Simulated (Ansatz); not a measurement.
# Ga (C2/c) in Ansatz: a series of runs, part 3 of 3

Ansatz 0.2.0.

## (6) Single point, PBE

The input, input.yaml:

```yaml
crystal:
  lattice:
    - [1.383, -4.0265, 0.0]
    - [1.383, 4.0265, 0.0]
    - [-0.1174474948, 0.0, 3.3299294416]
  atoms:
    - { symbol: Ga, position: [0.131, 0.869, 0.75] }
    - { symbol: Ga, position: [0.869, 0.131, 0.25] }
hamiltonian:
  xc: pbe
  pseudopotentials: { kind: paw }
kpoints:
  mp_grid: { grid: [10, 10, 8] }
scf:
  occupations: { method: gaussian, width: 0.025 }
output:
  forces: true
  stress: true
  eigenvalues: true
  write_density: true
  write_potential: true
  elf: true
  volumetric_format: npy
```

Potentials or basis: Ansatz PAW.

Run with:

```bash
$ ansatz run input.yaml --threads 2 --pin off --max-ram 5632MiB --backend cpu --events-out ev --progress --plain --runs-dir out
```

What it wrote:

```text
Warning: RAYON_NUM_THREADS=2 ignored (pool sized by the plan → 2); use --threads N
Engine: ansatz 0.2.0, x86_64-unknown-linux-gnu
Pseudopotentials: kind: paw
Pseudopotential: Ga, paw, valence charge 13, recommended cutoff 420 eV (normal), Ga.paw.azcp
Functional definition: PBE
  parameter kappa = 0.804
  parameter beta = 0.06672455060314922
  exchange = pbe_x(kappa = kappa, mu = beta*pi^2/3)
  correlation = pbe_c(beta = beta)
Crystal: 2 atoms, lattice volume = 37.086 Å³
Basis set: ecut = 420 eV, 721 PW (Γ), exchange–correlation on 60×60×48 points (8 copies of the dense FFT grid, shifted against one another)
Bands: 17, of which v1, the nominal top of the filled ones, is band 13 counted from 1 (12 counted from 0)
Symmetry: 4 space group operations
Space group: C2/c (ITA 15), of the structure as read, at distance tolerance 3.3e-5 Å
k-points: 227 of 800
Non-local potential: Ga, projectors of the file, l = 0: 2, l = 1: 2, l = 2: 3, l = 3: 1
PAW form: soft (Blöchl's): semilocal exchange-correlation on the pseudo side does not see the compensation charge
PAW one-centre angular grid: Ga, 590 points (default); XC on 64 Gauss nodes
Initial density: superposition of atomic densities (neutral atoms: chi_scale 0, normalization atom), corrected by the library's trained network
Initial wavefunctions: pseudopotential atomic-orbital guess
Functional: x = pbe(κ = 0.804, μ = 0.2195149727645171), c = pbe(β = 0.06672455060314922)
SCF iter   1: F=—  HF=-7565.994809 eV  |F-HF|=—  |Δ(HF+E_count)|=         —  Δρ=1.17e-3  dr2=4.51e-4  ethr=1.77e-3  ⟨swp⟩=6.0  Hψ=18556  notcnv=0
preconditioner: auto → Kerker (q_TF=auto, 2.571 Å⁻¹)  [metal: Δε(μ)=0.012 eV  Ē_g=17.229 eV  σ=0.025 eV  W_gap=0.25  n_scr=12 (ndim 8)  ℏωp=31.1 eV  f_vac=0.000  D(μ)=0.97/eV (n_scr^D=4)]
SCF iter   2: F=—  HF=-7565.994328 eV  |F-HF|=—  |Δ(HF+E_count)|=   4.81e-4  Δρ=7.21e-4  dr2=2.25e-4  ethr=1.73e-6  ⟨swp⟩=2.0  Hψ=8397  notcnv=0
SCF iter   3: F=—  HF=-7565.994318 eV  |F-HF|=—  |Δ(HF+E_count)|=   9.78e-6  Δρ=4.27e-4  dr2=9.50e-5  ethr=8.64e-7  ⟨swp⟩=2.0  Hψ=6081  notcnv=0
SCF iter   4: F=—  HF=-7565.994331 eV  |F-HF|=—  |Δ(HF+E_count)|=   1.27e-5  Δρ=1.88e-4  dr2=8.61e-6  ethr=3.66e-7  ⟨swp⟩=3.0  Hψ=6767  notcnv=0
SCF iter   5: F=—  HF=-7565.994321 eV  |F-HF|=—  |Δ(HF+E_count)|=   1.03e-5  Δρ=3.87e-5  dr2=4.33e-7  ethr=3.31e-8  ⟨swp⟩=2.0  Hψ=6761  notcnv=0
SCF iter   6: F=—  HF=-7565.994321 eV  |F-HF|=—  |Δ(HF+E_count)|=   3.86e-7  Δρ=2.36e-5  dr2=1.05e-7  ethr=3.85e-10  ⟨swp⟩=9.3  Hψ=29084  notcnv=0
SCF iter   7: F=-7565.994321 eV  HF=-7565.994321 eV  |F-HF|=9.54e-9  |Δ(HF+E_count)|=   8.77e-8  Δρ=4.52e-6  dr2=4.81e-9  ethr=3.85e-10  ⟨swp⟩=8.0  Hψ=24541  notcnv=0
SCF 1 converged in 7 iterations: F = -7565.994321 eV  dr2 = 4.81e-9
SCF converged after 7 iterations
Free energy (F): -7565.994321 eV
Harris-Foulkes:  -7565.994321 eV  (|F-HF|=9.54e-9)
Internal energy: -7565.994023 eV  (E = F + TS)
E sigma→0 (E₀):  -7565.994172 eV
Entropy (-TS):   -0.000298 eV (-0.149 meV/atom)
Fermi energy:    9.897262 eV
--- Per-component energies (eV) ---
  E_band       = -67.683196
  E_kinetic    = 230.132736
  E_local      = -3586.544671  (includes V_loc(G=0)·N_el)
  E_nonlocal   = 844.846290
  E_hartree    = 1686.560568
  E_xc         = -138.949978
  E_vxc        = -116.634095  (∫ρ·V_xc dr)
  E_paw        = -3971.841243  (= ΣΔE_a)
  E_vpaw       = -812.600243  (= ΣTr[D̂ρ^β])
  E_aug_tail   = -0.000228  (compensation charges beyond the density's cutoff)
  E_ewald      = -2630.197496
  E_smearing   = -0.000298  (= −TS)
  E_closure    = 0.000000  (closes the sum)
  Σ components = -7565.994321   (vs F -7565.994321, Δ=0.00e0)
--- Forces (eV/Å), atoms counted from 1 ---
  atom   1  Ga    -0.00000000    -0.21447075     0.00000000
  atom   2  Ga     0.00000000     0.21447075    -0.00000000
  max |Σ_I F_I| component: 0.00e0 eV/Å
--- Stress (GPa, compression-positive) ---
        2.599594       0.000000       0.480975
        0.000000       1.788706      -0.000000
        0.480975      -0.000000       0.413536
  P = ⅓ Tr σ = 1.6006 GPa (16.006 kbar)
--- Band table (eV; the first three rows and the last of 227) ---
  k-point 0: bands = ["-5.2424", "-5.2331", "-5.1967", "-5.1730", "-4.8983", "-4.8975", "-4.8690", "-4.8659", "-4.8521", "-4.7156", "-1.3304", "7.8048", "8.2737", "11.5287", "15.3250", "19.5866", "20.0861"]
  k-point 1: bands = ["-5.2527", "-5.2080", "-5.1962", "-5.1497", "-4.9276", "-4.9253", "-4.8569", "-4.8418", "-4.8407", "-4.7406", "-1.1157", "7.8776", "8.0564", "10.4135", "17.4005", "18.5785", "18.6626"]
  k-point 2: bands = ["-5.2579", "-5.1985", "-5.1503", "-5.0959", "-4.9635", "-4.9604", "-4.8770", "-4.8148", "-4.8116", "-4.8002", "-0.4686", "6.1353", "8.7986", "10.1893", "16.0224", "16.2204", "20.2795"]
  k-point 226: bands = ["-5.1935", "-5.1935", "-5.1138", "-5.1138", "-4.9166", "-4.9166", "-4.8840", "-4.8840", "-4.8651", "-4.8651", "3.8917", "3.8917", "5.5045", "5.5045", "20.7439", "20.7439", "21.6977"]
```

Run time: 13 s. Hardware: 2 threads of Intel Xeon at 2.50GHz (Skylake/Cascade Lake), shared host; peak memory 0.43 GiB.

What came out:

* Free energy: -7565.9943 eV
* Pressure: 1.6 GPa
* Largest force: 0.214 eV/Å
* Band gap on the k mesh: none (metal or under the smearing width)

Forces on the atoms (eV/Å):
```
Ga   0.000 -0.214  0.000
Ga   0.000  0.214  0.000
```

Levels at points of the mesh, in eV from the Fermi level:
```csv
k point,band 9,band 10,band 11,band 12,band 13,band 14,band 15,band 16,band 17
"(0.00, 0.00, 0.00)",-14.75,-14.61,-11.23,-2.09,-1.62,1.63,5.43,9.69,10.19
"(0.00, 0.00, -0.50)",-14.68,-14.68,-7.78,-7.78,1.69,1.69,2.45,2.45,11.65
"(0.00, -0.50, 0.00)",-14.68,-14.63,-6.06,-5.02,-1.34,0.01,5.78,6.59,8.44
"(0.00, -0.50, -0.50)",-14.63,-14.63,-2.87,-2.86,-1.64,-1.50,1.75,2.29,4.31
"(-0.50, -0.50, 0.00)",-14.72,-14.67,-9.10,-8.60,4.00,4.57,5.82,6.04,7.55
"(-0.50, -0.50, -0.50)",-14.76,-14.76,-6.01,-6.01,-4.39,-4.39,10.85,10.85,11.80
```

## (7) Summary

```csv
task,level,cell,smearing,gap on the mesh (eV),pressure (GPa),relaxed volume (Å³/atom)
relaxation of cell and atoms,BLYP+D3(BJ),relaxed,fermi-dirac 0.05 eV,none,0.0,18.82
relaxation of cell and atoms,PBEsol+D4,relaxed,fermi-dirac 0.05 eV,none,0.0,17.22
relaxation of cell and atoms,RPBE+D3(BJ),relaxed,fermi-dirac 0.05 eV,none,0.0,14.98
relaxation of cell and atoms,RPBE+D4,relaxed,fermi-dirac 0.05 eV,none,0.0,17.31
single point,PBE,as given,gaussian 0.025 eV,none,1.6,-
```

Alike in all rows: potentials or basis Ansatz PAW; no spin polarisation; k mesh 10 × 10 × 8; cutoff (eV) 420.

Caveats: the plane-wave basis is chosen anew once the cell has moved, so the energies of steps on either side of that aren't comparable (some runs); pairwise dispersion overbinds metals, which lowers pressure and volume (some runs); the PAW data sets come from PBE, with cores solved anew for the run's functional, which leaves a small shift of forces and pressure (some runs); the volume moved by over 15 % at a fixed basis, so the end points are rough (some runs); the volume moved by -19 % from the deposited cell, more than functionals usually miss (some runs).

Absolute energies hang on the potentials; compare differences alone.
